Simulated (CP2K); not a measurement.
Crystal: Au.

```xyz
1
Lattice="2.9302 0.0000 0.0000 1.5608 2.4274 0.0000 1.2419 1.0208 2.3922" Properties=species:S:1:pos:R:3 pbc="T T T"
Au    0.0000    0.0000    0.0000
```

This isn't the form of Au at room conditions, which is fcc.

Base run:

```yaml
Program: CP2K 2026.2
Functional: PBE
Potentials_or_basis: POTENTIAL_UZH Au GTH-PBE-q11; TZVP-MOLOPT-PBE-GTH basis
Density_cutoff: 6803 eV
k_mesh: 11 × 12 × 11
Occupations: fermi-dirac, width 0.05 eV
Spin: no spin polarisation
```

Its results: band gap on the k mesh none (metal or under the smearing width); pressure 15.4 GPa.

Task: The run is repeated on the same cell with these changes: potentials or basis from POTENTIAL_UZH Au GTH-PBE-q11; TZVP-MOLOPT-PBE-GTH basis to POTENTIAL_UZH Au GTH-PBE-q11; ccGRB-D basis; basis sets from Au TZVP-MOLOPT-PBE-GTH-q11 to Au ccGRB-D-q11. What comes out?

Result: Band gap on the k mesh none (metal or under the smearing width); pressure 22.0 GPa.

Caveats: the basis of atomic orbitals isn't converged, which shifts pressures, moduli and gaps.
